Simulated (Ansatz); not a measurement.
Set up this calculation in Ansatz 0.2.0, as the native input.

```yaml
Task: band structure
Functional: LDA
Potentials_or_basis: all-electron LAPW, scalar-relativistic
Cutoff: 202 eV (chosen from the basis error)
Basis_error_allowed: 0.002 eV/atom
k_mesh: 12 × 12 × 12
Occupations: fermi-dirac, width 0.05 eV
Spin: no spin polarisation
```

The system is TiSi2.

```
CELL_PARAMETERS angstrom
-1.47287 1.71213 4.21208
1.47287 -1.71213 4.21208
1.47287 1.71213 -4.21208
ATOMIC_POSITIONS crystal
Ti 0.00000 0.00000 0.00000
Si 0.67008 0.67008 0.00000
Si 0.32992 0.32992 0.00000
```

The cell comes from a database or a generator and needn't be the stable form of this composition.

One way to write it, as run:

input.yaml

```yaml
crystal:
  lattice:
    - [-1.472872, 1.71213, 4.212083]
    - [1.472872, -1.71213, 4.212083]
    - [1.472872, 1.71213, -4.212083]
  atoms:
    - { symbol: Ti, position: [0.0, 0.0, 0.0] }
    - { symbol: Si, position: [0.670078, 0.670078, 0.0] }
    - { symbol: Si, position: [0.329922, 0.329922, 0.0] }
kpoints:
  mp_grid: { grid: [12, 12, 12] }
  band_path:
    path:
      - [0.0, 0.0, 0.0]
      - [-0.2805686444, 0.2805686444, 0.2805686444]
      - [-0.4892620261, 0.4892620261, 0.0718752627]
      - [-0.5, 0.5, 0.0]
      - [-0.75, 0.25, 0.25]
      - [-0.5, 0.0, 0.5]
      - [-0.7194313556, -0.2805686444, 0.7194313556]
      - [-0.5, -0.5, 0.5]
    npoints: 6
scf:
  occupations: { method: fermi_dirac, width: 0.05 }
hamiltonian:
  xc: lda
  pseudopotentials: { kind: all_electron, lapw: { basis_error: 0.002 } }
output:
  forces: true
  stress: true
  eigenvalues: true
```

Potentials or basis: all-electron LAPW, scalar-relativistic.

Command:

```sh
$ ansatz run input.yaml --threads 2 --pin off --max-ram 8192MiB --backend cpu --events-out ev --progress --plain --runs-dir out
```

It gave:

```yaml
Pressure: -6.6 GPa
Largest_force: 0.115 eV/Å
Band_gap_along_the_path: none (metal or under the smearing width)
```

Wall time 22 s on 2 threads of Arm Neoverse V2 (shared host), peak memory 0.75 GiB.
